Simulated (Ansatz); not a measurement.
The guess for Ge was made by a generator: 4-connected net of one element (P6_3/mmc, No. 194). The dimensions are guesses.

```xyz
16
Lattice="3.9192 0.0000 0.0000 -1.9596 3.3941 0.0000 0.0000 0.0000 25.6000" Properties=species:S:1:pos:R:3 pbc="T T T"
Ge    0.0000    0.0000    1.2001
Ge    0.0000    0.0000   14.0001
Ge    0.0000    0.0000   11.5999
Ge    0.0000    0.0000   24.3999
Ge    0.0000    2.2627    2.0001
Ge    1.9596    1.1314   14.8001
Ge    0.0000    2.2627   10.7999
Ge    1.9596    1.1314   23.5999
Ge    0.0000    2.2627    4.4001
Ge    1.9596    1.1314   17.2001
Ge    0.0000    2.2627    8.3999
Ge    1.9596    1.1314   21.1999
Ge    0.0000    2.2627   20.4001
Ge    1.9596    1.1314    7.6001
Ge    0.0000    2.2627   17.9999
Ge    1.9596    1.1314    5.1999
```

Theory: DFT PBE, scalar-relativistic, plane waves, PAW (Ansatz). Cutoff 420 eV, Gaussian smearing, Γ-centred meshes. Cell and atoms relax first on a coarse mesh and then on a finer one. In between, the cell is made exact in the group found at 0.06 Å. In metals the finer mesh still leaves noise of several meV/atom or more. The steps can't lower the symmetry of their start. No spin polarisation.

A guess keeps its type if space group and coordination stay and the shape of the cell changes little (axis ratios within about 15 %, angles within 6°); the volume may change.

Problem. Will the relaxed cell still be of the starting type?

Solution. It keeps its type. The symmetry stays P6_3/mmc (No. 194). The volume per atom grows by 12.2 %, from 21.3 to 23.9 Å³. The shortest distance goes from 2.40 Å (Ge–Ge) to 2.49 Å (Ge–Ge). The ratio c/a of the conventional cell changes by a factor of 1.00. Counting neighbours within 15 % of an atom's shortest distance, the start has Ge 4 and the end Ge 4.

The last run used a 12×12×2 mesh (in the run's order of axes) for its 16-atom cell and Gaussian smearing of 0.10 eV. A structure relaxed within its symmetry needn't be a true minimum.
